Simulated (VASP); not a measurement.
# Te (P3_121) in VASP: a series of runs, part 2 of 2

VASP 6.6.1. Earlier steps stand in the parts before.

**5. Single point, PBE, non-collinear spin, zero start, spin-orbit coupling**

This run uses another cell than the first one, of 33.49 Å³/atom, 1.062 times its volume.

The input, INCAR:

```
PREC = Accurate ; ENCUT = 300
EDIFF = 1E-6 ; ISMEAR = 0
SIGMA = 0.01 ; LREAL = False
LASPH = True ; NELM = 80
ALGO = Fast ; ISIF = 2
LWAVE = False ; LCHARG = True
MAGMOM = 0 0 0 0 0 0 0 0 0 ; LORBIT = 11
LSORBIT = True ; GGA_COMPAT = False
GGA = PE ; LVHAR = True
```

The input, KPOINTS:

```
Automatic mesh
0
Gamma
  9 9 6
```

The input, POSCAR:

```
Te
1.0
    4.3959849000      0.0000000000      0.0000000000
   -2.1979925000      3.8070346000      0.0000000000
    0.0000000000      0.0000000000      6.0036600000
Te
3
Direct
    0.2805424000      0.0000000000      0.3333333000
    0.0000001000      0.2805425000      0.6666667000
    0.7194575000      0.7194576000      0.0000000000
```

Potentials or basis: VASP PAW PBE potentials, release 64 (Te).

Launch:

```console
> cat potpaw_PBE.64/Te/POTCAR > POTCAR
> mpirun -np 1 vasp_ncl > vasp.out
```

OUTCAR:

```text
PREC = Accurate
   ENCUT = 300
   EDIFF = 1E-6
   ISMEAR = 0
   LREAL = False
   LASPH = True
   NELM = 80
   ISIF = 2
   LORBIT = 11
   LSORBIT = True
   GGA = PE

 ion  position               nearest neighbor table
   1  0.281  0.000  0.333-   3 2.93   2 2.93   3 3.41   3 3.41   2 3.41   2 3.41
   2  0.000  0.281  0.667-   3 2.93   1 2.93   3 3.41   1 3.41   3 3.41   1 3.41
   3  0.719  0.719  0.000-   1 2.93   2 2.93   2 3.41   1 3.41   1 3.41   2 3.41

  LATTYP: Found a hexagonal cell.
 ALAT       =     4.3959849000
 C/A-ratio  =     1.3657144273

  Lattice vectors:

 A1 = (   4.3959849000,   0.0000000000,   0.0000000000)
 A2 = (  -2.1979925000,   3.8070346000,   0.0000000000)
 A3 = (   0.0000000000,   0.0000000000,   6.0036600000)

Analysis of symmetry for initial positions (statically):
=====================================================================
 Subroutine PRICEL returns:
 Original cell was already a primitive cell.

 Routine SETGRP: Setting up the symmetry group for a
[... 941 lines left out ...]
     0.0000000    -0.0000437     0.0000000    -0.0000982     0.0000000
    -0.0000243    -0.0000533    -0.0000982     0.0000000    -0.0000180
    -0.0000496    -0.0000234     0.0000000    -0.0000180     0.0000000
 l=   3
     0.0000000     0.0000000     0.0000000     0.0000000     0.0000000     0.0000000     0.0000000
     0.0000000     0.0000000     0.0000000     0.0000000     0.0000000     0.0000000     0.0000000
     0.0000000     0.0000000     0.0000000     0.0000000     0.0000000     0.0000000     0.0000000
     0.0000000     0.0000000     0.0000000     0.0000000     0.0000000     0.0000000     0.0000000
[... 29 lines left out ...]
 l=   2
     0.0000000    -0.0000214     0.0000000    -0.0000222    -0.0000496
    -0.0000214     0.0000000    -0.0000846    -0.0000533    -0.0000226
     0.0000000    -0.0000846     0.0000000    -0.0000574     0.0000000
    -0.0000222    -0.0000533    -0.0000574     0.0000000    -0.0000253
    -0.0000496    -0.0000226     0.0000000    -0.0000253     0.0000000
 l=   3
     0.0000000     0.0000000     0.0000000     0.0000000     0.0000000     0.0000000     0.0000000
     0.0000000     0.0000000     0.0000000     0.0000000     0.0000000     0.0000000     0.0000000
     0.0000000     0.0000000     0.0000000     0.0000000     0.0000000     0.0000000     0.0000000
     0.0000000     0.0000000     0.0000000     0.0000000     0.0000000     0.0000000     0.0000000
     0.0000000     0.0000000     0.0000000     0.0000000     0.0000000     0.0000000     0.0000000
     0.0000000     0.0000000     0.0000000     0.0000000     0.0000000     0.0000000     0.0000000
     0.0000000     0.0000000     0.0000000     0.0000000     0.0000000     0.0000000     0.0000000

 total charge

# of ion       s       p       d       tot
------------------------------------------
    1        1.436   1.802   0.042   3.280
    2        1.436   1.802   0.042   3.280
    3        1.436   1.802   0.042   3.280
--------------------------------------------------
tot          4.309   5.407   0.125   9.841

 magnetization (x)

# of ion       s       p       d       tot
------------------------------------------
    1        0.000   0.000   0.000   0.000
    2       -0.000  -0.000  -0.000  -0.000
    3       -0.000  -0.000  -0.000  -0.000
--------------------------------------------------
tot          0.000  -0.000   0.000  -0.000

 magnetization (y)

# of ion       s       p       d       tot
------------------------------------------
    1       -0.000   0.000  -0.000   0.000
    2        0.000   0.000   0.000   0.000
    3       -0.000  -0.000  -0.000  -0.000
--------------------------------------------------
tot          0.000   0.000  -0.000   0.000

 magnetization (z)

# of ion       s       p       d       tot
------------------------------------------
    1        0.000  -0.000   0.000  -0.000
    2        0.000   0.000   0.000   0.000
    3        0.000   0.000   0.000   0.000
--------------------------------------------------
tot          0.000  -0.000   0.000  -0.000
```

OSZICAR:

```text
N       E                     dE             d eps       ncg     rms          rms(c)
DAV:   1     0.621599550906E+02    0.62160E+02   -0.47667E+03  4992   0.715E+02
DAV:   2    -0.500165619522E+01   -0.67162E+02   -0.65037E+02  6580   0.140E+02
DAV:   3    -0.967180237706E+01   -0.46701E+01   -0.46267E+01  6166   0.400E+01
DAV:   4    -0.977235749208E+01   -0.10056E+00   -0.10041E+00  6048   0.695E+00
DAV:   5    -0.977374990414E+01   -0.13924E-02   -0.13924E-02  5730   0.835E-01    0.126E+01
RMM:   6    -0.976617740683E+01    0.75725E-02   -0.12911E-02  5064   0.723E-01    0.772E+00
RMM:   7    -0.976548030397E+01    0.69710E-03   -0.15334E-02  5187   0.895E-01    0.360E+00
RMM:   8    -0.976669173866E+01   -0.12114E-02   -0.44970E-03  5333   0.551E-01    0.162E-01
RMM:   9    -0.976654368970E+01    0.14805E-03   -0.97979E-04  5241   0.202E-01    0.630E-02
RMM:  10    -0.976654830407E+01   -0.46144E-05   -0.83178E-05  5813   0.742E-02    0.242E-02
RMM:  11    -0.976655095722E+01   -0.26532E-05   -0.12055E-05  5908   0.288E-02    0.164E-02
RMM:  12    -0.976655206084E+01   -0.11036E-05   -0.60860E-06  5350   0.186E-02    0.213E-03
RMM:  13    -0.976655222373E+01   -0.16289E-06   -0.87463E-07  3828   0.755E-03
   1 F= -.97665522E+01 E0= -.97665406E+01  d E =-.232177E-04  mag=     0.0000    -0.0000    -0.0000
```

It took 2.8 min on 1 thread of Intel Xeon Platinum 8559C (Emerald Rapids), shared host; peak memory 0.36 GiB.

What came out:

* Free energy: -9.7666 eV
* Pressure: 0.9 GPa
* Largest force: 0.040 eV/Å
* Net moment: 0.00 μB per cell
* Valence electrons inside the program's atomic spheres: Te 3.28

Forces in eV/Å, atoms in the order of the input:
```
Te  -0.040  0.000  0.000
Te   0.020 -0.034  0.000
Te   0.020  0.034  0.000
```

Moments on the atoms (μB; x, y, z):
```
Te  0.00 0.00 0.00
Te  0.00 0.00 0.00
Te  0.00 0.00 0.00
```

**6. Single point, HSE06, non-collinear spin, zero start, spin-orbit coupling**

This run uses another cell than the first one, of 31.84 Å³/atom, 1.009 times its volume.

The input, POSCAR:

```
Te
1.0
    4.3046280000      0.0000000000      0.0000000000
   -2.1523140000      3.7279172000      0.0000000000
    0.0000000000      0.0000000000      5.9514709000
Te
3
Direct
    0.2781641000      0.0000000000      0.3333334000
    0.9999999000      0.2781642000      0.6666666000
    0.7218357000      0.7218358000      0.0000000000
```

The input, INCAR.step1:

```
ALGO = Normal ; EDIFF = 1E-5
ENCUT = 300 ; GGA = PE
GGA_COMPAT = F ; ISIF = 2
ISMEAR = 0 ; LASPH = T
LORBIT = 11 ; LREAL = F
LSORBIT = T ; LWAVE = T
MAGMOM = 0 0 0 0 0 0 0 0 0 ; NBANDS = 31
NELM = 80 ; PREC = Accurate
SIGMA = 0.01
```

The input, INCAR.step2:

```
ALGO = Normal ; EDIFF = 1E-7
ENCUT = 300 ; GGA = PE
GGA_COMPAT = F ; HFSCREEN = 0.2
ISIF = 2 ; ISMEAR = 0
ISTART = 1 ; LASPH = T
LCHARG = T ; LHFCALC = T
LORBIT = 11 ; LREAL = F
LSORBIT = T ; LVHAR = T
LWAVE = F ; MAGMOM = 0 0 0 0 0 0 0 0 0
NBANDS = 31 ; NELM = 80
PREC = Accurate ; PRECFOCK = Fast
SIGMA = 0.01
```

The input, KPOINTS:

```
k-points
0
Gamma
  3 3 2
```

Potentials or basis: VASP PAW PBE potentials, release 64 (Te).

Launch:

```console
> cat potpaw_PBE.64/Te/POTCAR > POTCAR
> cp INCAR.step1 INCAR
> mpirun -np 1 vasp_ncl > vasp.out
> cp INCAR.step2 INCAR
> mpirun -np 1 vasp_ncl > vasp.out
```

OUTCAR:

```text
EDIFF = 1E-7
   ENCUT = 300
   GGA = PE
   HFSCREEN = 0.2
   ISIF = 2
   ISMEAR = 0
   ISTART = 1
   LASPH = T
   LHFCALC = T
   LORBIT = 11
   LREAL = F
   LSORBIT = T
   NELM = 80
   PREC = Accurate
   PRECFOCK = Fast

 ion  position               nearest neighbor table
   1  0.278  0.000  0.333-   2 2.87   3 2.87   2 3.36   2 3.36   3 3.36   3 3.36
   2  1.000  0.278  0.667-   1 2.87   3 2.87   1 3.36   1 3.36   3 3.36   3 3.36
   3  0.722  0.722  0.000-   2 2.87   1 2.87   1 3.36   2 3.36   2 3.36   1 3.36

  LATTYP: Found a hexagonal cell.
 ALAT       =     4.3046280000
[... 554 lines left out ...]
 l=   3
     0.0000000     0.0000000     0.0000000     0.0000000     0.0000000     0.0000000     0.0000000
     0.0000000     0.0000000     0.0000000     0.0000000     0.0000000     0.0000000     0.0000000
     0.0000000     0.0000000     0.0000000     0.0000000     0.0000000     0.0000000     0.0000000
     0.0000000     0.0000000     0.0000000     0.0000000     0.0000000     0.0000000     0.0000000
     0.0000000     0.0000000     0.0000000     0.0000000     0.0000000     0.0000000     0.0000000
     0.0000000     0.0000000     0.0000000     0.0000000     0.0000000     0.0000000     0.0000000
     0.0000000     0.0000000     0.0000000     0.0000000     0.0000000     0.0000000     0.0000000

 total charge

# of ion       s       p       d       tot
------------------------------------------
    1        1.395   1.935   0.049   3.379
    2        1.395   1.935   0.049   3.379
    3        1.395   1.935   0.049   3.379
--------------------------------------------------
tot          4.184   5.805   0.146  10.136

 magnetization (x)

# of ion       s       p       d       tot
------------------------------------------
    1       -0.000   0.000  -0.000   0.000
    2        0.000  -0.000   0.000  -0.000
    3        0.000  -0.000   0.000  -0.000
--------------------------------------------------
tot          0.000  -0.000   0.000  -0.000

 magnetization (y)

# of ion       s       p       d       tot
------------------------------------------
    1        0.000   0.000   0.000   0.000
    2       -0.000   0.000  -0.000   0.000
    3        0.000  -0.000   0.000  -0.000
--------------------------------------------------
tot         -0.000   0.000  -0.000   0.000

 magnetization (z)

# of ion       s       p       d       tot
------------------------------------------
    1       -0.000   0.000   0.000   0.000
    2        0.000   0.000  -0.000   0.000
    3        0.000   0.000   0.000   0.000
--------------------------------------------------
tot         -0.000   0.000  -0.000   0.000
```

Wall time 4.6 min (1 thread of Intel Xeon 6975P-C (Granite Rapids), shared host); peak memory 0.33 GiB.

What came out:

```yaml
Free_energy: -11.9735 eV
Pressure: 1.9 GPa
Largest_force: 0.536 eV/Å
Net_moment: 0.00 μB per cell
Valence_electrons_inside_the_program's_atomic_spheres: Te 3.38
```

Forces on the atoms (eV/Å):
```
Te  -0.536  0.000  0.000
Te   0.268 -0.464  0.000
Te   0.268  0.464  0.000
```

Moments on the atoms (μB; x, y, z):
```
Te  0.00 0.00 0.00
Te  0.00 0.00 0.00
Te  0.00 0.00 0.00
```

Caveat: the k mesh is coarse (spacing up to 0.56 Å⁻¹), so the values aren't converged, least of all with exact exchange; the PAW data sets were made with another functional, which shifts forces and pressure a little.

**7. The runs side by side**

| level | cell | k mesh | pressure (GPa) | geometry from | grid for exact exchange (PRECFOCK) | screening parameter | mesh quality | pressure (GPa) | moment (μB) | largest force (eV/Å) |
| --- | --- | --- | --- | --- | --- | --- | --- | --- | --- | --- |
| HSE06 | P3_121, 31.55 Å³/atom | 3 × 3 × 2 | 3 | PBE | Fast | 0.2 1/A | coarse | 1.6 | 0.00 | 0.78 |
| HSE06 | P3_121, 32.57 Å³/atom | 3 × 3 × 2 | 2 | optB88-vdW | Fast | 0.2 1/A | coarse | 0.1 | 0.00 | 0.79 |
| HSE06 | P3_121, 30.85 Å³/atom | 3 × 3 × 2 | 4 | PBE | Fast | 0.2 1/A | coarse | 2.6 | 0.05 | 0.82 |
| PBE | P3_121, 33.49 Å³/atom | 9 × 9 × 6 | 1 | optB88-vdW | - | - | not flagged | 0.9 | 0.00 | 0.04 |
| HSE06 | P3_121, 31.84 Å³/atom | 3 × 3 × 2 | 3 | r2SCAN | Fast | 0.2 1/A | coarse | 1.9 | 0.00 | 0.54 |

Alike in all rows: task single point; potentials or basis VASP PAW PBE potentials, release 64 (Te); spin non-collinear, zero start, SOC; cutoff (eV) 300; smearing gaussian 0.01 eV.

Caveats: some runs use coarse meshes; the PAW data sets were made with another functional, which shifts forces and pressure a little (some runs).

Total energies depend on the potentials used, so only differences within one code and one set of settings carry meaning.
